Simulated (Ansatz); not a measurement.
# Ca2O: the cost of one run

Method: DFT PBE, scalar-relativistic, plane waves, PAW, in Ansatz 0.2.0.

1 further run of the same task is left out (it didn't finish).

## Step 1: Starting point

It takes space group C2 (No. 5, monoclinic). Conventional cell: a = 5.178 Å, b = 5.914 Å, c = 3.930 Å, α = 90.00°, β = 101.58°, γ = 90.00°. Ca (site symmetry 1) is surrounded by 2 O at 2.21 to 2.29 Å and 2 Ca at 2.21 to 2.29 Å. O (site symmetry 2) has 4 Ca at 2.21 to 2.29 Å as nearest neighbours.

Structure file:

```xyz
3
Lattice="2.5889 -2.9570 0.0000 2.5889 2.9570 0.0000 -0.7887 0.0000 3.8503" Properties=species:S:1:pos:R:3 pbc="T T T"
Ca    1.4661    0.6377    2.7555
Ca    2.9230    0.6377    1.0947
O     2.1946   -1.2755    1.9251
```

The cell is invented: 4-connected net, two elements spread over the vertices (C2, No. 5). The dimensions are guesses.

## Step 2: The guess as it stands, on a coarse mesh

File input.yaml:

```yaml
crystal:
  lattice:
    - [2.58888939, -2.95703894, 0.0]
    - [2.58888939, 2.95703894, 0.0]
    - [-0.78865133, 0.0, 3.8502541]
  atoms:
    - { symbol: Ca, position: [0.28432907, 0.5, 0.71567093] }
    - { symbol: Ca, position: [0.5, 0.71567093, 0.28432907] }
    - { symbol: O, position: [0.71567093, 0.28432907, 0.5] }
basis:
  ecutwfc: 420
kpoints:
  mp_grid: { grid: [6, 6, 6] }
hamiltonian:
  xc: pbe
scf:
  occupations: { method: gaussian, width: 0.1 }
  lower_state_search: "off"
output:
  forces: true
  stress: true
  eigenvalues: true
```

Started as:

```console
ansatz run input.yaml --threads 1 --pin off --max-ram 2560MiB --backend cpu --events-out ev --progress --plain --runs-dir out
```

**Question.** How long does this run take on 1 thread of Arm Neoverse V1, shared host, and how much memory does it need?

About 7.7 s, with a peak of 0.34 GiB.
